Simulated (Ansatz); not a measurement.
Calculated with Ansatz (gas phase, PBE0-D4/def2-TZVP geometries, no zero-point term in ΔE). CCSD(T)/CBS adds triple-zeta CCSD(T) − MP2 to the extrapolated MP2 energy (def2 sets, frozen cores). Functionals use def2-TZVPP. B3LYP here is the variant with VWN-RPA as its local correlation; programs differ in this. Each species was taken in one conformer, which may not be the lowest.

Reaction (substitution at a C–C bond): `CC#Cc1ccccc1` + `NCS[SiH3]` → `CNCS[SiH3]` + `C#Cc1ccccc1`

(1) Is it downhill or uphill in electronic energy at CCSD(T)/CBS, and by how much? (Estimate.)

(2) What do these levels give: PBE0-D4, B3LYP-D4, ωB97M-V, B2PLYP, PBE, B3LYP, HF/def2-TZVPP, SCS-MP2/def2-TZVPP, CCSD(T)/def2-TZVPP, MP2/def2-QZVPP, SCS-MP2/def2-QZVPP, CCSD/CBS(def2)? (An estimate is asked.)

Largest T1 diagnostic among the species: 0.011.

## Answers

(1) Ansatz gave: Uphill: ΔE = +36.3 kJ/mol.

(2) The calculation gave: PBE0-D4 41.0, B3LYP-D4 36.1, ωB97M-V 37.8, B2PLYP 38.5, PBE 40.7, B3LYP 40.2, HF/def2-TZVPP 41.3, SCS-MP2/def2-TZVPP 37.1, CCSD(T)/def2-TZVPP 35.1, MP2/def2-QZVPP 38.9, SCS-MP2/def2-QZVPP 37.8, CCSD/CBS(def2) 38.1 kJ/mol.

The D4 term adds −4.1 kJ/mol with B3LYP and −2.1 kJ/mol with PBE0; it sums over pairs of atoms, weighted by their polarisabilities, and B3LYP, whose exchange is more repulsive, gets the larger term. In def2-TZVPP, CCSD(T) changes the Hartree–Fock value by −6.2 kJ/mol (the triples alone add −1.8 kJ/mol) and MP2 by −3.1 kJ/mol.
